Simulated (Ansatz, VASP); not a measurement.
## Cross-check of Si53SbC54 (Sb_Si) between VASP and Ansatz

Aim: how closely do two programs agree when they are given the same cell, functional and k mesh? The cell is taken from a series of runs on this material, whose earlier steps may have relaxed, scaled, displaced or heated it; both programs get it as it stands.

Method: plane waves, with VASP 6.6.1 beside it; single point at r2SCAN, in Ansatz 0.2.0.

### 1. The structure

The cell holds 108 atoms: 53 Si, 54 C and 1 Sb. Its edges and angles: a = 9.236 Å, b = 9.236 Å, c = 15.108 Å, α = 90.0°, β = 90.0°, γ = 120.0°. It derives from SiC (SiC (P6_3mc)). Nearest the centre at fractional (0.667, 0.667, 0.500): Sb108 at 0.01 Å, C88 at 2.05 Å, C82 at 2.05 Å, C106 at 2.06 Å, C103 at 2.07 Å, Si47 at 3.12 Å, Si29 at 3.12 Å, Si17 at 3.12 Å.

### 2. Ansatz: single point, r2SCAN

Ansatz runs on its PAW soft_1 files.

With cell and atoms fixed, the geometry can't cause a difference; cores, projectors, grids and the points listed under the comparison can.

Input file input.yaml:

```yaml
crystal:
  checkpoint: "../q0_M1.relax.run"
  host: checkpoint
basis:
  ecutwfc: 500
  xc_grid: 2
hamiltonian:
  xc: r2scan
  pseudopotentials: { kind: paw, azcp: { folder: soft_1 } }
kpoints:
  mp_grid: { grid: [2, 2, 2], shift: [0.5, 0.5, 0.5] }
magnetization:
  spin_polarized: true
  initial_magnetization: 1
  spin_locking: { lock_magnetization: hard }
scf:
  occupations: { method: fermi_dirac, width: 0.01 }
  max_iter: 60
output:
  forces: true
  eigenvalues: true
  charged_corrections:
    epsilon: [7.09, 7.09, 7.35]
    static_epsilon: [10.43, 10.43, 10.95]
    defect_position: [0.666667, 0.666667, 0.499722]
  eigenstates: { localisation: true }
  populations: true
  efg: {}
checkpoint:
  read: "../q0_M1.relax.run"
  write: "../q0_M1.point.run"
  compress: false
  write_wavefunctions: false
  write_every: 100000
```

The run is started by

```sh
> ansatz run input.yaml --threads 4 --pin off --max-ram 15073MiB --backend cpu --events-out ev --progress --plain --runs-dir out
```

Numbers of over 12 decimals in the logs are rounded to 6 here.

The log of the run:

```text
Warning: This run holds its total moment fixed (magnetization.spin_locking.lock_magnetization: hard) and mixes its density by anderson or broyden (scf.mixing.algorithm, typed or taken by auto). Slabs with a fixed moment have converged under broyden above another state at the same moment, at the default mixing steps and at smaller ones, and under scf.lower_state_search: standard, light or off a state that such a mixer [...]
crystal.checkpoint: the structure is that of <dir>, a `relax` run, at its step 5: its result, under r2scan at a charge of 0 e; 108 atoms read, 0 with a starting moment; crystal.structure_sha256 for this input is
Sb: output.efg is read without spin–orbit coupling, which moves field gradients at and beside such atoms by some per cent and up to a factor of two; PAW files take it under magnetization.noncollinear and magnetization.spin_orbit
Engine: ansatz 0.2.0, aarch64-unknown-linux-gnu
Pseudopotentials: kind: paw
Pseudopotential: Si, paw, valence charge 4, recommended cutoff 500 eV (meta_gga), soft_1/Si.paw.azcp
Pseudopotential: C, paw, valence charge 4, recommended cutoff 500 eV (meta_gga), soft_1/C.paw.azcp
Pseudopotential: Sb, paw, valence charge 15, recommended cutoff 500 eV (meta_gga), soft_1/Sb.paw.azcp
Functional definition: r2SCAN
  parameter k0 = 0.174
  parameter k1 = 0.065
  parameter a1 = 4.9479
  exchange = r2scan_x(k0 = k0, k1 = k1, a1 = a1)
  correlation = r2scan_c
Crystal: 108 atoms, lattice volume = 1116.095 Å³
Basis set: ecut = 500 eV, 28399 PW (Γ), exchange–correlation on 144×144×240 points (8 copies of the dense FFT grid, shifted against one another)
Bands: 330, of which v1, the nominal top of the filled ones, is band 222 counted from 1 (221 counted from 0)
Symmetry: 1 space group operations
Space group: P1 (ITA 1), of the structure as read, at distance tolerance 1.0e-4 Å
Magnetic group: BNS 1.1 (UNI 1), of the structure as read, at distance tolerance 1.0e-4 Å
k-points: 4 of 8 (time reversal used)
Non-local potential: Si, projectors of the file, l = 0: 2, l = 1: 2, l = 2: 1
Non-local potential: C, projectors of the file, l = 0: 2, l = 1: 2, l = 2: 1
Non-local potential: Sb, projectors of the file, l = 0: 2, l = 1: 2, l = 2: 2, l = 3: 1
PAW form: soft (Blöchl's): semilocal exchange-correlation on the pseudo side does not see the compensation charge
PAW frozen core: Si, regenerated for the run's functional (the file was generated under x = pbe(κ = 0.804, μ = 0.219515), c = pbe(β = 0.066725))
PAW frozen core: C, regenerated for the run's functional (the file was generated under x = pbe(κ = 0.804, μ = 0.219515), c = pbe(β = 0.066725))
PAW frozen core: Sb, regenerated for the run's functional (the file was generated under x = pbe(κ = 0.804, μ = 0.219515), c = pbe(β = 0.066725))
PAW one-centre angular grid: Si, 302 points (default); XC on 160 Gauss nodes
PAW one-centre angular grid: C, 302 points (default); XC on 219 of its mesh's 2255 points in the sphere
PAW one-centre angular grid: Sb, 590 points (default); XC on 160 Gauss nodes
Initial density: read from a saved state, or passed on in memory by an earlier SCF of this step, an earlier step, the calling program or the single point that the run made first
Stability of the state it starts from, as read at its close in the collinear treatment: not read, because the mixer in use, unlike msr1, does not test its closes by its own steps (another_mixer); its run was given moments
Starting moments: Σ|m| = 1 μB on 108 of 108 sites; this step starts from the density that it was given
Initial wavefunctions: pseudopotential atomic-orbital guess — the wavefunctions supplied were not used: k-point sampling differs
Functional: x = r2scan, c = r2scan; τ floored in thin density (d = 2e-4 eV/Å³)
iter 1 solved again at ethr=1.68e-5 eV; its pass at ethr=3.10e-3 eV (dr2=7.46e-2 eV) is discarded
SCF iter   1: F=—  HF=-53986.961636 eV  |F-HF|=—  |Δ(HF+E_count)|=         —  Δρ=1.54e-3 (↑1.49e-3 ↓1.54e-3)  dr2=7.33e-2  dr2_τ=1.14e-3  dr2_m=1.55e-3  M=1.000 μB ∫|m|=1.073 μB  β_m=1.20  ethr=1.68e-5  ⟨swp⟩=9.0  Hψ=20301  notcnv=0
preconditioner: auto → Resta (q_TF=auto, 2.339 Å⁻¹)  ε∞=4.3  [insulator: Δε(μ)=0.043 eV  Ē_g=12.762 eV  σ=0.010 eV  W_gap=0.53  n_scr=244 (ndim 8)  ℏωp=23.1 eV  f_vac=0.000  D(μ)=16.49/eV (n_scr^D=96)  ε∞_Penn≈4.3]
spin=Collinear: Resta preconditioning applied to the charge; magnetization (m = ρ↑ − ρ↓) channel mixes plain (no charge-response kernel on spin).
[...]
k-point 3 ↓: bands = [... 218 lower, 9.3030, 9.3705, 9.5529, 12.2463, 12.3451, 12.8181, 12.8644, 13.0969, ... 104 higher]
--- Löwdin populations: 108 sites ---
  site symbol       q [e]    m [muB]
     0     Si      2.9337     0.0076
     1     Si      2.9367     0.0084
     2     Si      2.9455     0.0206
     3     Si      2.9506     0.0120
     4     Si      2.9560     0.0165
     5     Si      2.9465     0.0070
     6      C      4.9867     0.0020
     7      C      4.9856     0.0016
     8      C      4.9732     0.0053
     9      C      4.9733     0.0038
    10      C      4.9817     0.0068
    11      C      4.9749     0.0032
    12     Si      2.9331     0.0074
    13     Si      2.9375     0.0071
    14     Si      2.9541     0.0204
    15     Si      2.9506     0.0114
    16     Si      2.9550     0.0173
    17     Si      2.9489     0.0065
    18      C      4.9850     0.0018
    19      C      4.9851     0.0031
    20      C      4.9729     0.0055
    21      C      4.9726     0.0019
    22      C      4.9762     0.0034
    23      C      4.9749     0.0036
[...]
100     Sb     13.4583     0.0270
   101     Si      2.9464     0.0071
   102      C      4.9862     0.0020
   103      C      4.9869     0.0018
   104      C      4.9754     0.0046
   105      C      4.9761     0.0046
   106      C      4.9879     0.0151
   107      C      4.9753     0.0030
  spilling = 0.010198 (of n_electrons = 443.000000)
```

### 3. VASP: single point, r2SCAN

The same cell, functional, mesh and smearing now go to VASP, with its own data sets.

Lines of VASP's logs that name or quote its potential files are left out, and so is its time.

Input file INCAR:

```
SYSTEM = Si53SbC54
PREC = Accurate
ENCUT = 580
EDIFF = 1E-06
NELM = 200
ISMEAR = -1
SIGMA = 0.01
LREAL = Auto
ALGO = Normal
METAGGA = R2SCAN
LASPH = .TRUE.
NBANDS = 292
ISPIN = 2
MAGMOM = 0 0 0 0 0 0 0 0 0 0 0 0 0 0 0 0 0 0 0 0 0 0 0 0 0 0 0 0 0 0 0 0 0 0 0 0 0 0 0 0 0 0 0 0 0 0 0 0 0 0 0 0 0 0 0 0 0 0 0 0 0 0 0 0 0 0 0 -0 0 0 0 0 0 -0 0 0 0 0 0 0 0 0.01 0 0 0 0 0 0 0 0 0 0 0 0 0 0 0 -0 0 0 0 0 0 0 0 0.01 0 0
LORBIT = 11
LWAVE = .FALSE.
LCHARG = .FALSE.
ISIF = 2
ISYM = 0
NUPDOWN = 1
GGA_COMPAT = .FALSE.
LMIXTAU = .TRUE.
```

Input file POSCAR:

```
Si53SbC54
1.0
    9.2359949282      0.0000000000      0.0000000000
   -4.6179974641      7.9986062370      0.0000000000
    0.0000000000      0.0000000000     15.1078644027
Si C Sb
53 54 1
Direct
    0.1121055732      0.2210916678      0.8329211331
    0.2222560389      0.1127030647      0.3320463677
[... 2 atom lines left out ...]
    0.0044065041      0.0060325230      0.4993137991
[... 2 atom lines left out ...]
    0.2217795656      0.4459201448      0.3322834481
    0.2222705470      0.4442573907      0.6666932222
[... 1 atom line left out ...]
    0.9998973854      0.3343136801      0.4995274696
[... 5 atom lines left out ...]
    0.0048383263      0.6675354674      0.4997808670
[... 8 atom lines left out ...]
    0.5529277379      0.4417281187      0.3292313943
    0.5545923181      0.4403710817      0.6705748095
[... 1 atom line left out ...]
    0.3281111625      0.3297799999      0.4993440794
[... 2 atom lines left out ...]
    0.5531716339      0.7817175471      0.3292453066
    0.5543894433      0.7793558471      0.6701076324
[... 1 atom line left out ...]
    0.3288642062      0.6671834930      0.4995913723
[... 2 atom lines left out ...]
    0.8889247211      0.1130492380      0.3322813425
    0.8895423434      0.1115394269      0.6666875005
[... 1 atom line left out ...]
    0.6670310414      0.0053938920      0.4996054074
[... 2 atom lines left out ...]
    0.8888244525      0.4459825832      0.3324723898
    0.8892540090      0.4444622354      0.6665724636
[... 1 atom line left out ...]
    0.6664321984      0.3290899403      0.4998027272
[... 2 atom lines left out ...]
    0.8932554395      0.7820539161      0.3292099970
    0.8933678776      0.7791068776      0.6705445382
[... 3 atom lines left out ...]
    0.9997363957      0.0019381939      0.3741534157
[... 2 atom lines left out ...]
    0.2228174654      0.1111413520      0.5423682814
[... 5 atom lines left out ...]
    0.2225617025      0.4451354705      0.5416048429
[... 2 atom lines left out ...]
    0.9993563244      0.6690654775      0.3744144409
    0.1138897846      0.8895558736      0.7099638150
[... 1 atom line left out ...]
    0.2228916773      0.7788714076      0.5420085410
[... 3 atom lines left out ...]
    0.4443160746      0.2199955715      0.7100041472
[... 1 atom line left out ...]
    0.5547433971      0.1107486847      0.5420503096
[... 2 atom lines left out ...]
    0.3332175720      0.3353961862      0.3741658634
    0.4449715671      0.5549348649      0.7080555110
    0.5552060395      0.4438919035      0.2059009533
    0.5451292619      0.4249750929      0.5458058649
[... 2 atom lines left out ...]
    0.3332092045      0.6687918040      0.3744131436
    0.4443447282      0.8894558929      0.7098039489
    0.5551540065      0.7791105585      0.2059965619
    0.5464596298      0.7875979174      0.5457197871
[... 2 atom lines left out ...]
    0.6661798201      0.0017696261      0.3744223765
[... 2 atom lines left out ...]
    0.8889565146      0.1115162635      0.5415866169
[... 2 atom lines left out ...]
    0.6658853642      0.3356078389      0.3744189486
    0.7786081088      0.5552174328      0.7083226038
[... 1 atom line left out ...]
    0.8885115480      0.4451671792      0.5413019179
[... 2 atom lines left out ...]
    0.6664402561      0.6687960199      0.3628216155
    0.7786080567      0.8885689412      0.7080262051
    0.8905088942      0.7791427939      0.2058854799
    0.9089892075      0.7887963699      0.5457361431
[... 1 atom line left out ...]
    0.6666920155      0.6673590802      0.4992917237
```

Input file KPOINTS:

```
Points of the shifted mesh
8
Reciprocal
 0.2500000000  0.2500000000  0.2500000000 1
 0.2500000000  0.2500000000  0.7500000000 1
 0.2500000000  0.7500000000  0.2500000000 1
 0.2500000000  0.7500000000  0.7500000000 1
 0.7500000000  0.2500000000  0.2500000000 1
 0.7500000000  0.2500000000  0.7500000000 1
 0.7500000000  0.7500000000  0.2500000000 1
 0.7500000000  0.7500000000  0.7500000000 1
```

Potentials, in the order of the species: Si, C and Sb (PBE family, release 64).

The run is started by

```sh
> export OMP_NUM_THREADS=3
> mpirun -np 1 vasp_std
```

The log of the run:

```text
[banner, memory and clock lines left out]
running    1 mpi-ranks, on    1 nodes
[...]
Offloading initialized ...    1 GPUs detected
[...]
|                                                                             |
|               ----> ADVICE to this user running VASP <----                  |
|                                                                             |
|     You enforced a specific xc type in the INCAR file but a different       |
|     [... a line on the potential file left out ...]
|     I HOPE YOU KNOW WHAT YOU ARE DOING!                                     |
|                                                                             |

 LDA part: xc-table for (None), standard interpolation
 POSCAR, INCAR and KPOINTS ok, starting setup
[...]
entering main loop
       N       E                     dE             d eps       ncg     rms          rms(c)
DAV:   1     0.124462010093E+04    0.12446E+04   -0.21732E+05  9344   0.151E+03
DAV:   2    -0.104478079133E+04   -0.22894E+04   -0.21569E+04 11368   0.256E+02
DAV:   3    -0.121396575828E+04   -0.16918E+03   -0.16715E+03 11440   0.653E+01
DAV:   4    -0.121828987694E+04   -0.43241E+01   -0.43017E+01 11288   0.114E+01
[...]
DAV:  14    -0.105564947429E+04   -0.11077E-04   -0.19049E-05 11072   0.906E-03    0.170E-02
DAV:  15    -0.105564947040E+04    0.38834E-05   -0.56106E-06 10384   0.458E-03    0.827E-03
DAV:  16    -0.105564947035E+04    0.57902E-07   -0.83682E-07  5944   0.214E-03
   1 F= -.10556495E+04 E0= -.10556472E+04  d E =-.446644E-02  mag=     0.9953
```

OUTCAR, selected parts (step 3):

```text
  FREE ENERGIE OF THE ION-ELECTRON SYSTEM (eV)
  ---------------------------------------------------
  free  energy   TOTEN  =     -1055.6494703463 eV

  energy  without entropy=    -1055.6450039041  energy(sigma->0) =    -1055.64723713

 magnetization (x)
# of ion       s       p       d       tot
------------------------------------------
    1        0.001   0.001   0.000   0.002
    2        0.001   0.001   0.000   0.003
    3        0.001   0.004   0.000   0.005
    4        0.000   0.003   0.000   0.003
    5        0.000   0.003   0.000   0.003
    6        0.000   0.001   0.000   0.001
    7        0.001   0.001   0.000   0.002
    8        0.001   0.001   0.000   0.002
    9        0.001   0.004   0.000   0.005
   10        0.000   0.002   0.000   0.003
   11        0.001   0.003   0.000   0.004
   12        0.000   0.001   0.000   0.001
   13        0.001   0.001   0.000   0.002
[...]
--------------------------------------------------
tot          0.106   0.102   0.006   0.214
```

The run ends at a pressure of 1.55 GPa, with forces up to 0.27 eV/Å.

### 4. Differences

Known differences besides the potentials themselves: VASP starts from the moments at which Ansatz ended; VASP keeps PBE cores, Ansatz makes them for the functional; the data sets hold 443 valence electrons in Ansatz (on its PAW soft_1 files) and 433 in VASP; the cutoff is 500 eV in Ansatz and 580 eV in VASP (PREC = Accurate, projectors in real space). Total energies have different zeros and are not compared.

Compared:

| quantity | Ansatz | VASP | difference |
| --- | --- | --- | --- |
| total moment, fixed by the input (μB) | 1.00 | 1.00 | 0.00 |

Forces on 8 of the 108 atoms, those with the largest forces and the largest differences (eV/Å; atoms numbered as in POSCAR):

| atom | Ansatz x, y, z | VASP x, y, z |
| --- | --- | --- |
| Si5 | 0.170, -0.058, 0.156 | 0.172, -0.073, 0.162 |
| Si29 | 0.137, -0.130, 0.150 | 0.148, -0.130, 0.157 |
| Si45 | 0.155, -0.080, 0.090 | 0.152, -0.082, 0.089 |
| C88 | -0.100, 0.064, -0.063 | -0.198, 0.121, -0.023 |
| C96 | -0.147, 0.096, -0.077 | -0.146, 0.095, -0.075 |
| C103 | 0.079, -0.080, -0.049 | 0.079, -0.081, -0.163 |
| C106 | -0.093, -0.057, -0.035 | 0.000, -0.004, 0.002 |
| Sb108 | 0.174, -0.102, 0.170 | 0.180, -0.109, 0.174 |

The forces differ by 13 meV/Å r.m.s., which is 20.0 % of the r.m.s. force of 0.066 eV/Å (both taken over all components).

### 5. Outcome

- r.m.s. force difference (single point, r2SCAN): 13 meV/Å

In words: The r.m.s. force difference is 13 meV/Å (single point, r2SCAN), beyond the 12 meV/Å picked in this series as the mark of a large difference. The data sets hold unlike numbers of valence electrons (443 in Ansatz and 433 in VASP), so part of the differences comes from the potentials. What causes the difference of the single point, r2SCAN pair stays open here. Such differences can come from data sets, numerical settings and the points named under the comparisons, not from the functional's error against experiment.

[Lines on the potential files, build, host, timing and source positions are cut from VASP's logs without a mark.]

[Logs are printed without paths, hosts, clocks, repeated set-up lines and the standing remarks that a program may print on its own settings, such as how far it seeks lower states.]

[Hosts, paths, dates, database ids (printed as entryN), source tags and the programs' standing remarks are cut or masked in the printed files.]
